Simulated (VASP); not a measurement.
# BeS (F-43m) in VASP: a series of runs

Runs on BeS. Level: PBE. Tasks: relaxation of cell and atoms.

Program: VASP 6.6.1. These are calculated values, not measurements. Logs are shortened: lines on timing, memory, paths and dates and some standing lists are left out, and cuts for length are marked.

### 1 The crystal as given

Symmetry: F-43m, No. 216, cubic system. Conventional cell: a = 4.850 Å, b = 4.850 Å, c = 4.850 Å, α = 90.00°, β = 90.00°, γ = 90.00°. Be (site symmetry -43m) has 4 S at 2.10 Å as nearest neighbours. S (site symmetry -43m) has 4 Be at 2.10 Å as nearest neighbours.

### 2 Relaxation of cell and atoms, PBE

Contents of INCAR:

```
  PREC = Accurate
  ENCUT = 520
  EDIFF = 1E-6
  ISMEAR = 0
  SIGMA = 0.1
  LREAL = F
  LASPH = T
  NELM = 120
  ALGO = Normal
  ISIF = 3
  LWAVE = F
  LCHARG = F
  GGA = PE
  IBRION = 2
  NSW = 90
  EDIFFG = -0.01
```

Contents of KPOINTS:

```
Automatic mesh
0
Gamma
  9 9 9
```

Contents of POSCAR:

```
BeS
1.0
    0.0000000000      2.4250000000      2.4250000000
    2.4250000000      0.0000000000      2.4250000000
    2.4250000000      2.4250000000      0.0000000000
Be S
1 1
Direct
    0.0000000000      0.0000000000      0.0000000000
    0.7500000000      0.7500000000      0.7500000000
```

Potentials or basis: VASP PAW PBE potentials, release 64 (Be, S).

Started as:

```
cat potpaw_PBE.64/Be/POTCAR potpaw_PBE.64/S/POTCAR > POTCAR
mpirun -np 1 vasp_std > vasp.out
```

OUTCAR:

```text
PREC = Accurate
   ENCUT = 520
   EDIFF = 1E-6
   ISMEAR = 0
   LREAL = F
   LASPH = T
   NELM = 120
   ISIF = 3
   GGA = PE
   IBRION = 2
   NSW = 90
   EDIFFG = -0.01

 ion  position               nearest neighbor table
   1  0.000  0.000  0.000-   2 2.10   2 2.10   2 2.10   2 2.10
   2  0.750  0.750  0.750-   1 2.10   1 2.10   1 2.10   1 2.10

  LATTYP: Found a face centered cubic cell.
 ALAT       =     4.8500000000

  Lattice vectors:

 A1 = (   0.0000000000,   2.4250000000,   2.4250000000)
 A2 = (   2.4250000000,   0.0000000000,   2.4250000000)
 A3 = (   2.4250000000,   2.4250000000,   0.0000000000)

Analysis of symmetry for initial positions (statically):
=====================================================================
 Subroutine PRICEL returns:
 Original cell was already a primitive cell.

 Routine SETGRP: Setting up the symmetry group for a
 face centered cubic supercell.

 Subroutine GETGRP returns: Found 24 space group operations
 (whereof 24 operations were pure point group operations)
 out of a pool of 48 trial point group operations.

The static configuration has the point symmetry T_d .

Analysis of symmetry for dynamics (positions and initial velocities):
=====================================================================
 Subroutine PRICEL returns:
 Original cell was already a primitive cell.

 Routine SETGRP: Setting up the symmetry group for a
 face centered cubic supercell.

 Subroutine GETGRP returns: Found 24 space group operations
 (whereof 24 operations were pure point group operations)
 out of a pool of 48 trial point group operations.

The dynamic configuration has the point symmetry T_d .

 Subroutine INISYM returns: Found 24 space group operations
 (whereof 24 operations are pure point group operations),
 and found     1 'primitive' translations

----------------------------------------------------------------------------------------

                                     Primitive cell

  volume of cell :      28.5210

  direct lattice vectors                    reciprocal lattice vectors
     0.000000000  2.425000000  2.425000000    -0.206185567  0.206185567  0.206185567
     2.425000000  0.000000000  2.425000000     0.206185567 -0.206185567  0.206185567
     2.425000000  2.425000000  0.000000000     0.206185567  0.206185567 -0.206185567

  length of vectors
     3.429467889  3.429467889  3.429467889     0.357123878  0.357123878  0.357123878

  position of ions in fractional coordinates (direct lattice)
     0.000000000  0.000000000  0.000000000
     0.750000000  0.750000000  0.750000000

  ion indices of the primitive-cell ions
   primitive index   ion index
                 1           1
                 2           2

----------------------------------------------------------------------------------------

 KPOINTS: Automatic mesh

Automatic generation of k-mesh.
 Grid dimensions read from file:
 generate k-points for:    9    9    9

 Generating k-lattice:

  Cartesian coordinates                     Fractional coordinates (reciprocal lattice)
    -0.022909507  0.022909507  0.022909507     0.111111111  0.000000000  0.000000000
     0.022909507 -0.022909507  0.022909507     0.000000000  0.111111111  0.000000000
     0.022909507  0.022909507 -0.022909507     0.000000000  0.000000000  0.111111111

  Length of vectors
     0.039680431  0.039680431  0.039680431

  Shift w.r.t. Gamma in fractional coordinates (k-lattice)
     0.000000000  0.000000000  0.000000000

 Subroutine IBZKPT returns following result:
 ===========================================

 Found     35 irreducible k-points:

 Following reciprocal coordinates:
            Coordinates               Weight
  0.000000  0.000000  0.000000      1.000000
  0.111111  0.000000  0.000000      8.000000
  0.222222  0.000000  0.000000      8.000000
  0.333333  0.000000  0.000000      8.000000
  0.444444  0.000000  0.000000      8.000000
  0.111111  0.111111  0.000000      6.000000
[... 16 lines left out ...]
 -0.333333  0.333333  0.000000     12.000000
  0.444444  0.444444  0.000000      6.000000
 [... further k-points ...]
   k-points           NKPTS =     35   k-points in BZ     NKDIM =     35   number of bands    NBANDS=      8
   number of dos      NEDOS =    301   number of ions     NIONS =      2
   total plane-waves  NPLWV =  21952
   dimension x,y,z NGX =    28 NGY =   28 NGZ =   28
   dimension x,y,z NGXF=    56 NGYF=   56 NGZF=   56
   ions per type =               1   1
   NGX,Y,Z   is equivalent  to a cutoff of  13.57, 13.57, 13.57 a.u.
   NGXF,Y,Z  is equivalent  to a cutoff of  27.15, 27.15, 27.15 a.u.
 SYSTEM =  unknown system
   PREC   = accura    normal or accurate (medium, high low for compatibility)
   ISTART =      0    job   : 0-new  1-cont  2-samecut
   ICHARG =      2    charge: 1-file 2-atom 10-const
   ISPIN  =      1    spin polarized calculation?
   LNONCOLLINEAR =      F non collinear calculations
   LSORBIT =      F    spin-orbit coupling
   LASPH  =      T    aspherical Exc in radial PAW
   ENCUT  =  520.0 eV  38.22 Ry    6.18 a.u.   6.38  6.38  6.38*2*pi/ulx,y,z
   NELM   =    120;   NELMIN=  2; NELMDL= -5     # of ELM steps
   EDIFF  = 0.1E-05   stopping-criterion for ELM
   LREAL  =      F    real-space projection
   EDIFFG = -.1E-01   stopping-criterion for IOM
   NSW    =     90    number of steps for IOM
   IBRION =      2    ionic relax: 0-MD 1-quasi-New 2-CG
   NFREE  =      1    steps in history (QN), initial steepest desc. (CG)
   ISIF   =      3    stress and relaxation
   ISYM   =      2    0-nonsym 1-usesym 2-fastsym
   POTIM  = 0.5000    time-step for ionic-motion
   TEBEG  =    0.0;   TEEND  =   0.0 temperature during run
   PSTRESS=    0.0 pullay stress
   NELECT =       8.0000    total number of electrons
   NUPDOWN=      -1.0000    fix difference up-down
   EMIN   =  10.00;   EMAX   =-10.00  energy-range for DOS
   EFERMI =   0.00;   METHOD = LEGACY
   ISMEAR =     0;   SIGMA  =   0.10  broadening in eV -4-tet -1-fermi 0-gaus
   EFERMI_NEDOS =   21; number of points for ismear=-14 and -15
   IALGO  =     38    algorithm
   IMIX   =      4    mixing-type and parameters
     AMIX     =   0.40;   BMIX     =  1.00
     AMIX_MAG =   1.60;   BMIX_MAG =  1.00
  volume/ion in A,a.u.               =      14.26        96.23
  Fermi-wavevector in a.u.,A,eV,Ry     =   1.071642  2.025110 15.625158  1.148417
  Thomas-Fermi vector in A             =   2.207388
   LORBIT       =      0    0 simple, 1 ext, 2 COOP (PROOUT), +10 PAW based schemes
   GGA     = PE    functional components
   LHFCALC =     F    Hartree Fock is set to
   AEXX    =    0.0000 exact exchange contribution
   IVDW    =     0    specifies the selected vdW correction
   LEPSILON=     F    determine dielectric tensor
   LRPA    =     F    only Hartree local field effects (RPA)
 conjugate gradient relaxation of ions
 non-spin polarized calculation
 Gauss-broadening in eV      SIGMA  =   0.10
  energy-cutoff  :      520.00
  volume of cell :       28.52
 maximum number of plane-waves:       779
 NGX is ok and might be reduce to    28
   NGX = 13   NGY = 13   NGZ = 13

--------------------------------------- Ionic step        1  -------------------------------------------

 number of electron       7.9999999 magnetization

 Free energy of the ion-electron system (eV)
  ---------------------------------------------------
  ext. energy  EPLUGINS =         0.00000000
  ---------------------------------------------------
  free energy    TOTEN  =       -10.01113702 eV

  energy without entropy =      -10.01113702  energy(sigma->0) =      -10.01113702

------------------------ aborting loop because EDIFF is reached ----------------------------------------

  FORCE on cell =-STRESS in cart. coord.  units (eV):
  Direction    XX          YY          ZZ          XY          YZ          ZX
  --------------------------------------------------------------------------------------
  -------------------------------------------------------------------------------------
  Total        0.2773675      0.2773675      0.2773675      0.0000000     -0.0000000      0.0000000
  in kB       15.5812020     15.5812020     15.5812020      0.0000000     -0.0000000      0.0000000
  external PRESSURE =      15.5812020 kB  Pullay stress =       0.0000000 kB
[... 57 lines left out ...]
  energy  without entropy=      -10.0132223760  energy(sigma->0) =      -10.01322238

--------------------------------------- Ionic step        3  -------------------------------------------

 number of electron       7.9999999 magnetization

 Free energy of the ion-electron system (eV)
  ---------------------------------------------------
  ext. energy  EPLUGINS =         0.00000000
  ---------------------------------------------------
  free energy    TOTEN  =       -10.01334644 eV

  energy without entropy =      -10.01334644  energy(sigma->0) =      -10.01334644

 E-fermi :   4.4930     XC(G=0):  -9.6640

 val. band max:        4.0103969114   @ k =   0.0000   0.0000   0.0000
 cond. band min:       7.2489858316   @ k =   0.4444   0.4444   0.0000
 fundamental gap:      3.2385889202
 Fermi energy:         4.4929782801

 k-point     1 :       0.0000    0.0000    0.0000
  band No.  band energies     occupation
      1      -9.5751      2.00000
      2       4.0104      2.00000
      3       4.0104      2.00000
      4       4.0104      2.00000
      5       9.6864      0.00000
      6       9.6864      0.00000
      7       9.6864      0.00000
      8       9.7613      0.00000
[... 243 lines left out ...]
 k-point    24 :       0.4444    0.4444    0.0000
  band No.  band energies     occupation
      1      -7.5736      2.00000
      2      -0.7835      2.00000
      3       1.4772      2.00000
      4       1.4772      2.00000
      5       7.2490      0.00000
      6       9.0120      0.00000
      7      16.2480      0.00000
      8      16.2480      0.00000

 [... further k-points ...]

------------------------ aborting loop because EDIFF is reached ----------------------------------------

  FORCE on cell =-STRESS in cart. coord.  units (eV):
  Direction    XX          YY          ZZ          XY          YZ          ZX
  --------------------------------------------------------------------------------------
  -------------------------------------------------------------------------------------
  Total       -0.0018822     -0.0018822     -0.0018822     -0.0000000      0.0000000     -0.0000000
  in kB       -0.1040480     -0.1040480     -0.1040480     -0.0000000      0.0000000     -0.0000000
  external PRESSURE =      -0.1040480 kB  Pullay stress =       0.0000000 kB
[... 17 lines left out ...]
  FREE ENERGIE OF THE ION-ELECTRON SYSTEM (eV)
  ---------------------------------------------------
  free  energy   TOTEN  =       -10.0133464438 eV

  energy  without entropy=      -10.0133464438  energy(sigma->0) =      -10.01334644

 reached required accuracy - stopping structural energy minimisation
```

Run time: 11 s. Hardware: 1 thread of Intel Xeon Platinum 8488C (Sapphire Rapids), shared host; peak memory 0.15 GiB.

What came out:

| Property | Result |
| --- | --- |
| Free energy | -10.0133 eV |
| Relaxed volume | 14.49 Å³/atom |
| Relaxed cell | a = 3.448 Å, b = 3.448 Å, c = 3.448 Å, α = 60.00°, β = 60.00°, γ = 60.00° |
| Space group after relaxing (to 0.05 Å) | F-43m (No. 216) |
| Energy gained by relaxing | 1.1 meV/atom |
| Ionic steps | 3 |
| Pressure after relaxing | 0.0 GPa |
| Band gap on the k mesh | 3.24 eV, indirect (least direct gap 5.68 eV) |

The path:
```
step  energy change (eV)  largest force (eV/Å)  pressure (GPa)  volume (Å³)
   1              0.0000                0.0000            1.56        28.52
   2             -0.0021                0.0000           -0.36        29.10
   3             -0.0022                0.0000           -0.01        28.98
```

Final structure:
```cif
data_structure
_symmetry_space_group_name_H-M 'P 1'
_symmetry_Int_Tables_number 1
_cell_length_a 3.4479
_cell_length_b 3.4479
_cell_length_c 3.4479
_cell_angle_alpha 60.000
_cell_angle_beta 60.000
_cell_angle_gamma 60.000
_cell_volume 28.98
loop_
_atom_site_label
_atom_site_type_symbol
_atom_site_fract_x
_atom_site_fract_y
_atom_site_fract_z
_atom_site_occupancy
Be1 Be 0.00000 0.00000 0.00000 1
S1 S 0.75000 0.75000 0.75000 1
```

Levels at points of the mesh, in eV from the valence-band top:
| k point | band 1 | band 2 | band 3 | band 4 | band 5 | band 6 | band 7 | band 8 |
| --- | --- | --- | --- | --- | --- | --- | --- | --- |
| (0.00, 0.00, 0.00) | -13.59 | 0.00 | 0.00 | 0.00 | 5.68 | 5.68 | 5.68 | 5.75 |

Caveat: an odd mesh through Γ misses points on the zone boundary, where band edges often lie. Zero-point motion and thermal expansion aren't in these numbers.

### 3 Relaxation of cell and atoms, PBE

This run uses another cell than the first one, of 14.49 Å³/atom, 1.016 times its volume.

Contents of INCAR:

```
  PREC = Accurate
  ENCUT = 520
  EDIFF = 1E-7
  ISMEAR = 0
  SIGMA = 0.1
  LREAL = F
  LASPH = T
  NELM = 120
  ALGO = Normal
  ISIF = 3
  LWAVE = F
  LCHARG = F
  GGA = PE
  IBRION = 2
  NSW = 60
  EDIFFG = -0.005
  POTIM = 0.3
```

KPOINTS is that of step 2.

Contents of POSCAR:

```
BeS                                     
1.0
    0.0000000000      2.4380279523      2.4380279523
    2.4380279523     -0.0000000000      2.4380279523
    2.4380279523      2.4380279523      0.0000000000
  Be              S             
     1     1
Direct
     0.0000000000000000    0.0000000000000000    0.0000000000000000
     0.7500000000000000    0.7500000000000000    0.7500000000000000
```

Potentials or basis: VASP PAW PBE potentials, release 64 (Be, S).

Started as:

```
cat potpaw_PBE.64/Be/POTCAR potpaw_PBE.64/S/POTCAR > POTCAR
mpirun -np 1 vasp_std > vasp.out
```

Run time: 6.9 s. Hardware: 1 thread of Intel Xeon Platinum 8488C (Sapphire Rapids), shared host; peak memory 0.14 GiB.

The run converged. Its results:

| Item | Value |
| --- | --- |
| Free energy | -10.0135 eV |
| Pressure after relaxing | 0.0 GPa |
| Band gap on the k mesh | 3.24 eV, indirect (least direct gap 5.68 eV) |

Final structure:
```xyz
2
Lattice="0.0000 2.4380 2.4380 2.4380 0.0000 2.4380 2.4380 2.4380 0.0000" Properties=species:S:1:pos:R:3 pbc="T T T"
Be    0.0000    0.0000    0.0000
S     3.6570    3.6570    3.6570
```

Levels at points of the mesh, in eV from the valence-band top:
```
           k point  band 1  band 2  band 3  band 4  band 5  band 6  band 7  band 8
(0.00, 0.00, 0.00)  -13.59    0.00    0.00    0.00    5.68    5.68    5.68    5.75
```

Caveat: the relaxation stopped at its first step, so nothing moved; an odd mesh through Γ misses points on the zone boundary, where band edges often lie.
